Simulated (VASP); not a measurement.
# Al2O3 (P-3m1) in VASP: further runs, part 2 of 2

VASP 6.6.1. The steps go on from the part before.

## Step 3: Band structure, RPBE

Contents of POSCAR:

```
Al2O3
1.0
    3.0174825440      0.0000000000      0.0000000000
   -1.5087412720      2.6132165386      0.0000000000
    0.0000000000      0.0000000000      7.5746360022
Al O
2 3
Direct
    0.0000000000      0.0000000000      0.7220490000
    0.0000000000      0.0000000000      0.2779510000
    0.0000000000      0.0000000000      0.5000000000
    0.6666666667      0.3333333333      0.8005460000
    0.3333333333      0.6666666667      0.1994540000
```

Contents of INCAR.step1:

```
SYSTEM = Al2O3
PREC = Accurate ; ENCUT = 520
EDIFF = 1E-6 ; ISMEAR = -1
SIGMA = 0.05 ; LREAL = .False.
LASPH = .True. ; NELM = 100
ALGO = Normal ; ISIF = 2
LWAVE = .False. ; LCHARG = .True.
GGA = RP
```

Contents of KPOINTS.step1:

```
regular mesh
0
Gamma
  7 7 3
  0 0 0
```

Contents of INCAR.step2:

```
SYSTEM = Al2O3
PREC = Accurate ; ENCUT = 520
EDIFF = 1E-6 ; ISMEAR = 0
SIGMA = 0.05 ; LREAL = .False.
LASPH = .True. ; NELM = 100
ALGO = Normal ; ISIF = 2
LWAVE = .False. ; LCHARG = .False.
GGA = RP ; ICHARG = 11
```

Contents of KPOINTS.step2:

```
path GMKGALHA,LM,KH
20
line-mode
reciprocal
 0.0000000000  0.0000000000  0.0000000000  G
 0.5000000000  0.0000000000  0.0000000000  M

 0.5000000000  0.0000000000  0.0000000000  M
 0.3333333333  0.3333333333  0.0000000000  K

 0.3333333333  0.3333333333  0.0000000000  K
 0.0000000000  0.0000000000  0.0000000000  G

 0.0000000000  0.0000000000  0.0000000000  G
 0.0000000000  0.0000000000  0.5000000000  A

 0.0000000000  0.0000000000  0.5000000000  A
 0.5000000000  0.0000000000  0.5000000000  L

 0.5000000000  0.0000000000  0.5000000000  L
 0.3333333333  0.3333333333  0.5000000000  H

 0.3333333333  0.3333333333  0.5000000000  H
 0.0000000000  0.0000000000  0.5000000000  A

 0.5000000000  0.0000000000  0.5000000000  L
 0.5000000000  0.0000000000  0.0000000000  M

 0.3333333333  0.3333333333  0.0000000000  K
 0.3333333333  0.3333333333  0.5000000000  H
```

Potentials or basis: VASP PAW PBE potentials, release 64 (Al, O).

Run with:

```
$ cat potpaw_PBE.64/Al/POTCAR potpaw_PBE.64/O/POTCAR > POTCAR
$ cp INCAR.step1 INCAR
$ cp KPOINTS.step1 KPOINTS
$ mpirun -np 1 vasp_std > vasp.out
$ cp INCAR.step2 INCAR
$ cp KPOINTS.step2 KPOINTS
$ mpirun -np 1 vasp_std > vasp.out
```

Wall time 67 s (1 thread of Intel Xeon Platinum 8488C (Sapphire Rapids), shared host); peak memory 0.26 GiB.

Results (log left out):

```
Band gap on the k mesh  : 2.42 eV, direct
Band gap along the path : 2.42 eV, direct
```

Levels at the corners of the path, in eV from the valence-band top:
```csv
point,band 9,band 10,band 11,band 12,band 13,band 14,band 15,band 16
Γ,-3.76,-2.37,0.00,0.00,2.42,4.37,7.51,10.65
M,-3.54,-3.14,-1.76,-0.48,4.72,6.29,8.33,9.13
M,-3.54,-3.14,-1.76,-0.48,4.72,6.29,8.33,9.13
K,-3.49,-3.49,-1.40,-1.40,6.82,6.82,7.94,10.47
K,-3.49,-3.49,-1.40,-1.40,6.82,6.82,7.94,10.47
Γ,-3.76,-2.37,0.00,0.00,2.42,4.37,7.51,10.70
Γ,-3.76,-2.37,0.00,0.00,2.42,4.37,7.51,10.67
A,-3.68,-3.09,0.00,0.00,3.37,3.40,8.26,8.94
A,-3.68,-3.09,0.00,0.00,3.37,3.40,8.26,8.94
L,-3.42,-3.36,-1.69,-0.47,5.13,5.73,8.25,8.85
L,-3.42,-3.36,-1.69,-0.47,5.13,5.73,8.25,8.85
H,-3.43,-3.43,-1.47,-1.47,6.83,6.83,7.95,10.12
H,-3.43,-3.43,-1.47,-1.47,6.83,6.83,7.95,10.12
A,-3.68,-3.09,0.00,0.00,3.37,3.40,8.26,8.94
L,-3.42,-3.36,-1.69,-0.47,5.13,5.73,8.25,8.85
M,-3.54,-3.14,-1.76,-0.48,4.72,6.29,8.33,9.13
K,-3.49,-3.49,-1.40,-1.40,6.82,6.82,7.94,10.47
H,-3.43,-3.43,-1.47,-1.47,6.83,6.83,7.95,10.13
```

Caveat: the log is that of the step along the path at fixed density, whose energy, stress, charges and moments have no meaning; the PAW data sets were made with another functional, which shifts forces and pressure a little.

## Step 4: Band structure, revPBE

POSCAR is that of step 3.

INCAR.step1, as its differences from that of step 3:

```diff
@@ -7,2 +7,2 @@
 LWAVE = .False. ; LCHARG = .True.
-GGA = RP
+GGA = RE
```

KPOINTS.step1 is that of step 3.

INCAR.step2, as its differences from that of step 3:

```diff
@@ -7,2 +7,2 @@
 LWAVE = .False. ; LCHARG = .False.
-GGA = RP ; ICHARG = 11
+GGA = RE ; ICHARG = 11
```

KPOINTS.step2 is that of step 3.

Run with:

```
$ cat potpaw_PBE.64/Al/POTCAR potpaw_PBE.64/O/POTCAR > POTCAR
$ cp INCAR.step1 INCAR
$ cp KPOINTS.step1 KPOINTS
$ mpirun -np 1 vasp_std > vasp.out
$ cp INCAR.step2 INCAR
$ cp KPOINTS.step2 KPOINTS
$ mpirun -np 1 vasp_std > vasp.out
```

Run time: 67 s. Hardware: 1 thread of Intel Xeon Platinum 8488C (Sapphire Rapids), shared host; peak memory 0.26 GiB.

Results (log left out):

```yaml
Band_gap_on_the_k_mesh: 2.39 eV, direct
Band_gap_along_the_path: 2.39 eV, direct
```

Levels at the corners of the path, in eV from the valence-band top:
| point | band 9 | band 10 | band 11 | band 12 | band 13 | band 14 | band 15 | band 16 |
| --- | --- | --- | --- | --- | --- | --- | --- | --- |
| Γ | -3.75 | -2.37 | 0.00 | 0.00 | 2.39 | 4.35 | 7.48 | 10.62 |
| M | -3.54 | -3.14 | -1.76 | -0.48 | 4.69 | 6.27 | 8.30 | 9.09 |
| M | -3.54 | -3.14 | -1.76 | -0.48 | 4.69 | 6.27 | 8.30 | 9.09 |
| K | -3.49 | -3.49 | -1.40 | -1.40 | 6.80 | 6.80 | 7.89 | 10.44 |
| K | -3.49 | -3.49 | -1.40 | -1.40 | 6.80 | 6.80 | 7.89 | 10.43 |
| Γ | -3.75 | -2.37 | 0.00 | 0.00 | 2.39 | 4.35 | 7.48 | 10.67 |
| Γ | -3.75 | -2.37 | 0.00 | 0.00 | 2.39 | 4.35 | 7.48 | 10.64 |
| A | -3.68 | -3.10 | 0.00 | 0.00 | 3.34 | 3.38 | 8.22 | 8.90 |
| A | -3.68 | -3.10 | 0.00 | 0.00 | 3.34 | 3.38 | 8.22 | 8.90 |
| L | -3.43 | -3.35 | -1.69 | -0.47 | 5.11 | 5.71 | 8.22 | 8.81 |
| L | -3.43 | -3.35 | -1.69 | -0.47 | 5.11 | 5.71 | 8.22 | 8.81 |
| H | -3.43 | -3.43 | -1.47 | -1.47 | 6.81 | 6.81 | 7.91 | 10.10 |
| H | -3.43 | -3.43 | -1.47 | -1.47 | 6.81 | 6.81 | 7.91 | 10.10 |
| A | -3.68 | -3.10 | 0.00 | 0.00 | 3.34 | 3.38 | 8.22 | 8.90 |
| L | -3.43 | -3.35 | -1.69 | -0.47 | 5.11 | 5.71 | 8.22 | 8.81 |
| M | -3.54 | -3.14 | -1.76 | -0.48 | 4.69 | 6.27 | 8.30 | 9.09 |
| K | -3.49 | -3.49 | -1.40 | -1.40 | 6.80 | 6.80 | 7.89 | 10.44 |
| H | -3.43 | -3.43 | -1.47 | -1.47 | 6.81 | 6.81 | 7.91 | 10.10 |

Caveat: the log is that of the step along the path at fixed density, whose energy, stress, charges and moments have no meaning; the PAW data sets were made with another functional, which shifts forces and pressure a little.

## Step 5: Band structure, BLYP

POSCAR is that of step 4.

INCAR.step1, as its differences from that of step 4:

```diff
@@ -7,2 +7,4 @@
 LWAVE = .False. ; LCHARG = .True.
-GGA = RE
+GGA = B5 ; ALDAX = 1.0
+AGGAX = 1.0 ; AGGAC = 1.0
+ALDAC = 0.0
```

KPOINTS.step1 is that of step 4.

INCAR.step2, as its differences from that of step 4:

```diff
@@ -7,2 +7,4 @@
 LWAVE = .False. ; LCHARG = .False.
-GGA = RE ; ICHARG = 11
+GGA = B5 ; ALDAX = 1.0
+AGGAX = 1.0 ; AGGAC = 1.0
+ALDAC = 0.0 ; ICHARG = 11
```

KPOINTS.step2 is that of step 4.

Run with:

```
$ cat potpaw_PBE.64/Al/POTCAR potpaw_PBE.64/O/POTCAR > POTCAR
$ cp INCAR.step1 INCAR
$ cp KPOINTS.step1 KPOINTS
$ mpirun -np 1 vasp_std > vasp.out
$ cp INCAR.step2 INCAR
$ cp KPOINTS.step2 KPOINTS
$ mpirun -np 1 vasp_std > vasp.out
```

Wall time 80 s (1 thread of Intel Xeon Platinum 8488C (Sapphire Rapids), shared host); peak memory 0.26 GiB.

Results (log left out):

- Band gap on the k mesh: 2.46 eV, direct
- Band gap along the path: 2.46 eV, direct

Levels at the corners of the path, in eV from the valence-band top:
```
point  band 10  band 11  band 12  band 13  band 14  band 15
    Γ    -2.36     0.00     0.00     2.46     4.42     7.54
    M    -3.10    -1.75    -0.48     4.83     6.38     8.28
    M    -3.10    -1.75    -0.48     4.83     6.38     8.28
    K    -3.45    -1.39    -1.39     7.00     7.00     7.81
    K    -3.45    -1.39    -1.39     7.00     7.00     7.81
    Γ    -2.36     0.00     0.00     2.46     4.42     7.54
    Γ    -2.36     0.00     0.00     2.46     4.42     7.54
    A    -3.11     0.00     0.00     3.38     3.48     8.30
    A    -3.11     0.00     0.00     3.38     3.48     8.30
    L    -3.32    -1.68    -0.47     5.28     5.78     8.19
    L    -3.32    -1.68    -0.47     5.28     5.78     8.19
    H    -3.39    -1.46    -1.46     7.01     7.01     7.83
    H    -3.39    -1.46    -1.46     7.01     7.01     7.83
    A    -3.11     0.00     0.00     3.38     3.48     8.30
    L    -3.32    -1.68    -0.47     5.28     5.78     8.19
    M    -3.10    -1.75    -0.48     4.83     6.38     8.28
    K    -3.45    -1.39    -1.39     7.00     7.00     7.81
    H    -3.39    -1.46    -1.46     7.01     7.01     7.83
```

Caveat: the log is that of the step along the path at fixed density, whose energy, stress, charges and moments have no meaning; the PAW data sets were made with another functional, which shifts forces and pressure a little.

## Step 6: The reference run

An earlier run on the cell as given: functional PBE; potentials or basis VASP PAW PBE potentials, release 64 (Al, O); cutoff 520 eV; k mesh 10 × 10 × 4; occupations fermi-dirac, width 0.05 eV; no spin polarisation.

- Pressure: -0.5 GPa
- Largest force: 0.091 eV/Å
- Band gap on the k mesh: 2.29 eV, direct

## Step 7: Overview

```tsv
task	level	k mesh	gap on the mesh (eV)
band structure	PBEsol	7 × 7 × 3	2.19
band structure	RPBE	7 × 7 × 3	2.42
band structure	revPBE	7 × 7 × 3	2.39
band structure	BLYP	7 × 7 × 3	2.46
single point	PBE	10 × 10 × 4	2.29
```

Alike in all rows: potentials or basis VASP PAW PBE potentials, release 64 (Al, O); no spin polarisation; cell as given; cutoff (eV) 520; smearing fermi-dirac 0.05 eV.

On the cell as given the gap runs from 2.19 eV (PBEsol) to 2.46 eV (BLYP); the meshes differ, which moves gaps too.

Caveats: the PAW data sets were made with another functional, which shifts forces and pressure a little (some runs).

Total energies depend on the potentials used, so only differences within one code and one set of settings carry meaning.
